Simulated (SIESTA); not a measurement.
MgB2:

```
Mg B
1.0
     3.08500    0.00000    0.00000
    -1.54250    2.67169    0.00000
     0.00000    0.00000    3.52300
Mg B
1 2
Cartesian
  0.0000 0.0000 0.0000
  1.5425 0.8906 1.7615
  0.0000 1.7811 1.7615
```

Base run:

| Item | Value |
| --- | --- |
| Program | SIESTA 5.4.2 |
| Functional | BLYP |
| Potentials or basis | PseudoDojo 0.4 standard (PBE files) |
| Basis | DZP (energy shift 0.003 Ry; two zetas on semicore shells) |
| Grid cutoff | 800 Ry |
| Energy shift | 0.003 Ry |
| k mesh | 10 × 10 × 8 |
| Occupations | fermi-dirac, width 0.05 eV |
| Spin | no spin polarisation |

Its results: band gap on the k mesh none (metal or under the smearing width); pressure 7.2 GPa.

Question: After a change of settings the same cell gave: band gap on the k mesh none (metal or under the smearing width); pressure 3.6 GPa. Which change was it?
A. functional from BLYP to PBEsol; potentials or basis from PseudoDojo 0.4 standard (PBE files) to PseudoDojo 0.4 standard (PBEsol files)
B. functional from BLYP to vdW-DF-cx
C. functional from BLYP to AM05; potentials or basis from PseudoDojo 0.4 standard (PBE files) to PseudoDojo 0.4 standard (PBEsol files)

Answer: B.

Caveats: the potentials were made for another functional, which shifts forces and pressure; the basis of atomic orbitals isn't converged, which shifts pressures, moduli and gaps.
